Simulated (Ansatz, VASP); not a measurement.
# One calculation of CuO, two programs

File INCAR:

```
PREC     = Accurate       # precision mode
ENCUT    = 520            # plane-wave cutoff, eV
EDIFF    = 1E-7           # SCF threshold, eV
ISMEAR   = -1             # smearing method
SIGMA    = 0.05           # smearing width, eV
LREAL    = False          # projectors in reciprocal space
LASPH    = True           # aspherical terms in the spheres
NELM     = 80             # most SCF steps
ALGO     = Normal         # electronic algorithm
ISIF     = 2              # what is computed and relaxed
LWAVE    = False          # write WAVECAR
LCHARG   = False          # write CHGCAR
GGA      = PE             # functional
NBANDS   = 25             # bands
```

The input KPOINTS:

```
Automatic mesh
0
Gamma
  10 10 5
```

The input POSCAR:

```
CuO
1.0
    2.3755039530     -1.7359471401      0.0000000000
    2.3755039530      1.7359471401      0.0000000000
   -0.8718742338      0.0000000000      5.1260186872
Cu O
2 2
Direct
    0.0032000000      0.4968000000      0.0000000000
    0.4968000000      0.0032000000      0.5000000000
    0.5714000000      0.4056000000      0.2537000000
    0.4056000000      0.5714000000      0.7537000000
```

File input.yaml:

```yaml
crystal:
  lattice:
    - [2.375503953, -1.7359471401, 0.0]
    - [2.375503953, 1.7359471401, 0.0]
    - [-0.8718742338, 0.0, 5.1260186872]
  atoms:
    - { symbol: Cu, position: [0.0032, 0.4968, 0.0] }
    - { symbol: Cu, position: [0.4968, 0.0032, 0.5] }
    - { symbol: O, position: [0.5714, 0.4056, 0.2537] }
    - { symbol: O, position: [0.4056, 0.5714, 0.7537] }
hamiltonian:
  xc: pbe
  pseudopotentials: { kind: paw }
kpoints:
  mp_grid: { grid: [10, 10, 5] }
scf:
  occupations: { method: fermi_dirac, width: 0.05 }
output:
  forces: true
  stress: true
  eigenvalues: true
```

Change from the starting cell: volume scaled by 1.04.

Alike in both runs: task single point; functional PBE; k mesh 10 × 10 × 5; occupations fermi-dirac, width 0.05 eV; no spin polarisation.

|  | VASP | Ansatz |
| --- | --- | --- |
| version | VASP 6.6.1 | Ansatz 0.2.0 |
| potentials or method | VASP PAW PBE potentials, release 64 (Cu, O) | Ansatz PAW |
| plane-wave cutoff (eV) | 520 | 420 |
| valence electrons in the cell | 34 | 50 |

Ansatz gave:

- gap on the k mesh at the Fermi level (eV): none
- pressure (GPa): -1.0
- largest component of the traceless stress (GPa): 2.42
- rms of the force components (eV/Å): 0.393

What did VASP give for the same quantities?

gap on the k mesh at the Fermi level (eV): none; pressure (GPa): -0.5; largest component of the traceless stress (GPa): 2.08; rms of the force components (eV/Å): 0.400.

Atom by atom the forces differ by 0.022 eV/Å (rms over components). A gap of «none» marks a metal or a gap that the smearing closes. The functional is the same, so the differences come from potentials, cutoffs and numerics. The two sets of potentials don't hold the same shells in valence.

Caveats: the run has no spin polarisation, though such a crystal can be magnetic; semilocal functionals often make such compounds metallic where correlation or magnetic order opens a gap, which also shifts bond lengths; the pressure holds a Pulay correction of +0.7 GPa for the finite cutoff (Ansatz).
